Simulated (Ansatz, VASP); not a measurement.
One calculation of TiC, two programs

INCAR

```
PREC     = Accurate       # precision mode
ENCUT    = 520            # plane-wave cutoff, eV
EDIFF    = 1E-7           # SCF threshold, eV
ISMEAR   = -1             # smearing method
SIGMA    = 0.05           # smearing width, eV
LREAL    = False          # projectors in reciprocal space
LASPH    = True           # aspherical terms in the spheres
NELM     = 150            # most SCF steps
ALGO     = Normal         # electronic algorithm
ISIF     = 2              # what is computed and relaxed
LWAVE    = False          # write WAVECAR
LCHARG   = False          # write CHGCAR
LMAXMIX  = 4              # l up to which the mixer works
LDAU     = True           # DFT+U
LDAUTYPE = 2            
LDAUL    = 2 -1           # shell
LDAUU    = 4 0            # U, eV
LDAUJ    = 0 0          
LDAUPRINT= 1            
GGA      = PS             # functional
NBANDS   = 15             # bands
```

File KPOINTS:

```
Automatic mesh
0
Gamma
  11 11 11
```

The input POSCAR:

```
TiC
1.0
    0.0000000000      2.1657188437      2.1657188437
    2.1657188437      0.0000000000      2.1657188437
    2.1657188437      2.1657188437      0.0000000000
Ti C
1 1
Direct
    0.0000000000      0.0000000000      0.0000000000
    0.5000000000      0.5000000000      0.5000000000
```

Contents of input.yaml:

```yaml
crystal:
  lattice:
    - [0.0, 2.1657188437, 2.1657188437]
    - [2.1657188437, 0.0, 2.1657188437]
    - [2.1657188437, 2.1657188437, 0.0]
  atoms:
    - { symbol: Ti, position: [0.0, 0.0, 0.0] }
    - { symbol: C, position: [0.5, 0.5, 0.5] }
hamiltonian:
  xc: pbesol
  pseudopotentials: { kind: paw }
  hubbard: { sites: [{ species: Ti, l: d, u_eff: 4.0 }] }
kpoints:
  mp_grid: { grid: [11, 11, 11] }
  band_path:
    path:
      - [[0.0, 0.0, 0.0], [0.5, 0.0, 0.5], [0.5, 0.25, 0.75], [0.375, 0.375, 0.75], [0.0, 0.0, 0.0], [0.5, 0.5, 0.5], [0.625, 0.25, 0.625], [0.5, 0.25, 0.75], [0.5, 0.5, 0.5], [0.375, 0.375, 0.75]]
      - [[0.625, 0.25, 0.625], [0.5, 0.0, 0.5]]
    npoints: 14
scf:
  occupations: { method: fermi_dirac, width: 0.05 }
  n_extra_bands: 6
output:
  forces: true
  stress: true
  eigenvalues: true
  fatbands: true
```

The cell is a database's computed one.

Alike in both runs: functional PBEsol; k mesh 11 × 11 × 11; occupations fermi-dirac, width 0.05 eV; no spin polarisation; Hubbard terms Ti d U = 4.0 eV.

|  | VASP | Ansatz |
| --- | --- | --- |
| version | VASP 6.6.1 | Ansatz 0.2.0 |
| potentials or method | VASP PAW PBE potentials, release 64 (Ti_sv, C) | Ansatz PAW |
| plane-wave cutoff (eV) | 520 | 420 |
| valence electrons in the cell | 16 | 16 |
| task | single point | band structure |

VASP gave:

```
gap on the k mesh at the Fermi level (eV) : none
pressure (GPa)                            : 5.1
```

Problem. What did Ansatz give for the same quantities?

Solution. gap on the k mesh at the Fermi level (eV): none; pressure (GPa): -0.1.

The programs project onto different local orbitals, so the same U acts differently. A gap of «none» marks a metal or a gap that the smearing closes.

Caveats: U without spin polarisation on a metal has little footing; the U is typed as a test and isn't derived for this compound; the PAW data sets were made with another functional, which shifts forces and pressure a little (VASP); the PAW data sets come from PBE, with cores solved anew for the run's functional, which leaves a small shift of forces and pressure (Ansatz).
